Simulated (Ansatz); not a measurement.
# Perturbing SiO₂

Base: a computed structure from the Materials Project (it need not be an observed phase) whose atoms were relaxed with PBE, the cell held.

```
Si O
1.0
     7.08175    0.00000    0.00000
     0.00000    7.08175    0.00000
     0.00000    0.00000    7.08175
Si O
8 16
Direct
  0.97713 0.52287 0.47713
  0.52287 0.47713 0.97713
  0.47713 0.97713 0.52287
  0.02287 0.02287 0.02287
  0.71418 0.78582 0.21418
  0.78582 0.21418 0.71418
  0.21418 0.71418 0.78582
  0.28582 0.28582 0.28582
  0.86072 0.33283 0.53261
  0.36072 0.16717 0.46739
  0.13928 0.83283 0.96739
  0.16717 0.46739 0.36072
  0.96739 0.13928 0.83283
  0.46739 0.36072 0.16717
  0.33283 0.53261 0.86072
  0.53261 0.86072 0.33283
  0.15419 0.15419 0.15419
  0.34581 0.84581 0.65419
  0.65419 0.34581 0.84581
  0.84581 0.65419 0.34581
  0.63928 0.66717 0.03261
  0.03261 0.63928 0.66717
  0.66717 0.03261 0.63928
  0.83283 0.96739 0.13928
```

Atoms are numbered from 1 in the order listed; like atoms form one site, named after its first atom.

Computed with Ansatz: DFT, PBE, plane waves and PAW (field gradients read without the response of the frozen cores, which leaves them typically 4 to 6 % off), scalar-relativistic, 420 eV cutoff, Γ-centred 3×3×3 k-points, Fermi–Dirac smearing 0.02 eV.

Gradients in 10²¹ V/m²:

| site | atoms | V_zz base | η base | V_zz variant | η variant |
| --- | --- | --- | --- | --- | --- |
| Si1 | 1, 2, 3, 4 | -0.15 | 0.00 | -0.51 | 0.85 |
| Si5 | 5, 6, 7, 8 | 0.47 | 0.00 | -0.65 | 0.80 |
| O9 | 9, 10, 11, 21 | 9.72 | 0.22 | 10.09 | 0.21 |
| O12 | 12, 15, 23, 24 | 9.72 | 0.22 | 10.10 | 0.23 |
| O13 | 13, 14, 16, 22 | 9.72 | 0.22 | 10.44 | 0.24 |
| O17 | 17, 18, 19, 20 | 10.92 | 0.00 | 11.48 | 0.04 |

Task: Which change was made?
A. atom 24 (O) moved by 0.15 Å along (0.150, 0.000, 0.000) Å
B. volume scaled by 1.03, ions at fixed fractional positions
C. z stretched by 3 %, ions at fixed fractional positions
D. volume scaled by 0.96, ions at fixed fractional positions

Result: C. It leaves 6 symmetry-distinct sites where the base has 4, which no other option does. The largest change of V_zz along a kept axis is on O13, from 9.72 to 10.44. In per cent, |V_zz| changes by +4 to +7 on O (all sites that start above 0.5). On Si5, Si1 the largest principal value lies along another axis in the second run, so the two V_zz can't be compared directly.

For the variant: The atoms aren't relaxed in the changed cell (largest force 0.8 eV/Å).
